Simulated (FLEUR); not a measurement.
# Pb (Fm-3m) in FLEUR: notebook, part 2 of 2

FLEUR MaX-R8.1 (later development tree). Earlier steps stand in the parts before.

## (4) Equation of state, RPBE, 29.11 Å³/atom (volume scaled by 0.96)

File inp.xml:

```xml
<?xml version="1.0" encoding="UTF-8" standalone="no"?>
<fleurInput fleurInputVersion="0.39">
   <comment>
      Pb                                                                                                  
   </comment>
   <calculationSetup>
      <cutoffs Kmax="4.1" Gmax="12.7" GmaxXC="12.7" numbands="0"/>
      <scfLoop itmax="60" minDistance="0.00001" maxIterBroyd="15" imix="Anderson" alpha="0.05" precondParam="0.0" spinf="2.0" sdNocoIR="T"/>
      <coreElectrons ctail="T" frcor="F" kcrel="0" coretail_lmax="0"/>
      <xcFunctional name="Rpbe" relativisticCorrections="F"/>
      <magnetism jspins="1"/>
      <soc l_soc="F" theta="0.0" phi="0.0" spav="F"/>
      <expertModes spex="0" secvar="F"/>
      <geometryOptimization l_f="F" forcealpha="1.0" forcemix="BFGS" epsdisp="0.00001" epsforce="0.00001"/>
      <ldaU l_linMix="F" mixParam="0.05" spinf="1.0"/>
   </calculationSetup>
   <cell>
      <bzIntegration valenceElectrons="20.0" mode="hist" fermiSmearingEnergy="0.00183747">
         <kPointListSelection listName="default-1"/>
         <!-- k-points included here -->
         <xi:include xmlns:xi="http://www.w3.org/2001/XInclude" href="kpts.xml"> </xi:include>
      </bzIntegration>
      <!-- symmetry operations included here -->
      <xi:include xmlns:xi="http://www.w3.org/2001/XInclude" href="sym.xml"> </xi:include>
      <bulkLattice scale="0.9864848297">
         <bravaisMatrix>
            <row-1>    0.0000000000000000     4.6771099529074922     4.6771099529074922</row-1>
            <row-2>    4.6771099529074922     0.0000000000000000     4.6771099529074922</row-2>
            <row-3>    4.6771099529074922     4.6771099529074922     0.0000000000000000</row-3>
         </bravaisMatrix>
      </bulkLattice>
   </cell>
   <atomSpecies>
      <species name="Lead (Pb)" element="Pb" atomicNumber="82">
         <mtSphere radius="2.66" gridPoints="879" logIncrement="0.015"/>
         <atomicCutoffs lmax="11" lnonsphr="8"/>
         <electronConfig flipSpins="F">
            <coreConfig>(1s1/2) (2s1/2) (2p1/2) (2p3/2) (3s1/2) (3p1/2) (3p3/2) (4s1/2) (3d3/2) (3d5/2) (4p1/2) (4p3/2) (4d3/2) (4d5/2) (4f5/2) (4f7/2) (5s1/2)</coreConfig>
            <valenceConfig>(5p1/2) (5p3/2) (6s1/2) (5d3/2) (5d5/2) (6p1/2) (6p3/2)</valenceConfig>
            <stateOccupation state="(6p1/2)" spinUp="0.333333" spinDown="0.333333"/>
            <stateOccupation state="(6p3/2)" spinUp="0.666667" spinDown="0.666667"/>
         </electronConfig>
         <energyParameters s="6" p="6" d="5" f="5"/>
         <lo type="SCLO" l="1" n="5" eDeriv="0"/>
         <lo type="SCLO" l="1" n="5" eDeriv="1"/>
         <lo type="SCLO" l="0" n="6" eDeriv="2"/>
         <lo type="SCLO" l="2" n="5" eDeriv="2"/>
         <lo type="SCLO" l="3" n="5" eDeriv="2"/>
      </species>
   </atomSpecies>
   <atomGroups>
      <atomGroup species="Lead (Pb)">
         <relPos label="                   1">.0000000000 .0000000000 .0000000000</relPos>
         <force calculate="T" relaxXYZ="TTT"/>
      </atomGroup>
   </atomGroups>
   <output dos="F" band="F" slice="F">
      <checks vchk="F" cdinf="F"/>
      <bandDOS minEnergy="-.5*Htr" maxEnergy="0.5*Htr" sigma="0.015" storeEVData="T"/>
      <vacuumDOS vacdos="F" integ="F" star="F" nstars="0" locx1="0.0" locy1="0.0" locx2="0.0" locy2="0.0" nstm="0" tworkf="0.0"/>
      <unfoldingBand unfoldBand="F" supercellX="1" supercellY="1" supercellZ="1"/>
      <plotting iplot="0" polar="F">
         <plot TwoD="T" vec1="  1.0  0.0  0.0" vec2="  0.0  1.0  0.0" vec3="  0.0  0.0  1.0" zero="  0.0  0.0  0.0" file="plot"/>
      </plotting>
      <chargeDensitySlicing numkpt="0" minEigenval="0.0" maxEigenval="0.0" nnne="0" pallst="F"/>
      <specialOutput eonly="F"/>
      <moessbauerParams electricFieldGradient="T" isomerShift="T" coreHyperfine="T" valenceHyperfine="T"/>
      <magneticCircularDichroism mcd="F" energyLo="-10.0" energyUp="0.0"/>
   </output>
  <!-- We include the file relax.xml here to enable relaxations (see documentation) -->
  <xi:include xmlns:xi="http://www.w3.org/2001/XInclude" href="relax.xml"> <xi:fallback/> </xi:include>
</fleurInput>
```

Launch:

```bash
$ inpgen -f crystal.txt -profile fastHighL
$ # inp.xml edited to the form shown
$ fleur_MPI
```

It took 13 s on 1 thread of Intel Xeon Platinum 8375C at 2.90GHz (Ice Lake), shared host; peak memory 0.08 GiB.

Results (log left out):

```
Free energy                                           : -569502.6423 eV
Band gap on the k mesh                                : none (metal or under the smearing width)
Valence electrons inside the program's atomic spheres : Pb 18.03 (radii Pb 2.66 bohr)
```

## (5) Equation of state, RPBE, 30.32 Å³/atom

Edit inp.xml of step 4 so:

```diff
@@ -24,3 +24,3 @@
       <xi:include xmlns:xi="http://www.w3.org/2001/XInclude" href="sym.xml"> </xi:include>
-      <bulkLattice scale="0.9864848297">
+      <bulkLattice scale="1.0000000000">
          <bravaisMatrix>
```

Launch:

```bash
$ inpgen -f crystal.txt -profile fastHighL
$ # inp.xml edited to the form shown
$ fleur_MPI
```

Wall time 13 s (1 thread of Intel Xeon Platinum 8375C at 2.90GHz (Ice Lake), shared host); peak memory 0.08 GiB.

Results (log left out):

| Quantity | Value |
| --- | --- |
| Free energy | -569502.6807 eV |
| Band gap on the k mesh | none (metal or under the smearing width) |
| Valence electrons inside the program's atomic spheres | Pb 18.01 (radii Pb 2.66 bohr) |

## (6) Equation of state, RPBE, 31.54 Å³/atom (volume scaled by 1.04)

Edit inp.xml of step 5 so:

```diff
@@ -24,3 +24,3 @@
       <xi:include xmlns:xi="http://www.w3.org/2001/XInclude" href="sym.xml"> </xi:include>
-      <bulkLattice scale="1.0000000000">
+      <bulkLattice scale="1.0131594038">
          <bravaisMatrix>
```

Potentials or basis: all-electron, FLAPW.

Launch:

```bash
$ inpgen -f crystal.txt -profile fastHighL
$ # inp.xml edited to the form shown
$ fleur_MPI
```

It took 13 s on 1 thread of Intel Xeon Platinum 8375C at 2.90GHz (Ice Lake), shared host; peak memory 0.08 GiB.

Results (log left out):

- Free energy: -569502.7028 eV
- Band gap on the k mesh: none (metal or under the smearing width)
- Valence electrons inside the program's atomic spheres: Pb 17.98 (radii Pb 2.66 bohr)

## (7) Equation of state, RPBE, 32.14 Å³/atom (volume scaled by 1.06)

Edit inp.xml of step 6 so:

```diff
@@ -24,3 +24,3 @@
       <xi:include xmlns:xi="http://www.w3.org/2001/XInclude" href="sym.xml"> </xi:include>
-      <bulkLattice scale="1.0131594038">
+      <bulkLattice scale="1.0196128224">
          <bravaisMatrix>
```

Launch:

```bash
$ inpgen -f crystal.txt -profile fastHighL
$ # inp.xml edited to the form shown
$ fleur_MPI
```

Run time: 14 s. Hardware: 1 thread of Intel Xeon Platinum 8375C at 2.90GHz (Ice Lake), shared host; peak memory 0.08 GiB.

It converged, with:

```yaml
Free_energy: -569502.7086 eV
Band_gap_on_the_k_mesh: none (metal or under the smearing width)
Valence_electrons_inside_the_program's_atomic_spheres: Pb 17.97 (radii Pb 2.66 bohr)
```

## (8) Equation of state, RPBE

This step only gathers the single runs of the series.

Results:

| Property | Result |
| --- | --- |
| Equilibrium volume | 33.13 Å³/atom (rough: see the caveat) |
| Bulk modulus | 35 GPa (rough) |

Energy against volume, from the lowest point:
| volume (Å³/atom) | energy (meV/atom) |
| --- | --- |
| 28.503 | 93.12 |
| 29.110 | 66.36 |
| 30.323 | 27.87 |
| 31.535 | 5.86 |
| 32.142 | 0.00 |

Caveat: the minimum lies outside the volumes run.
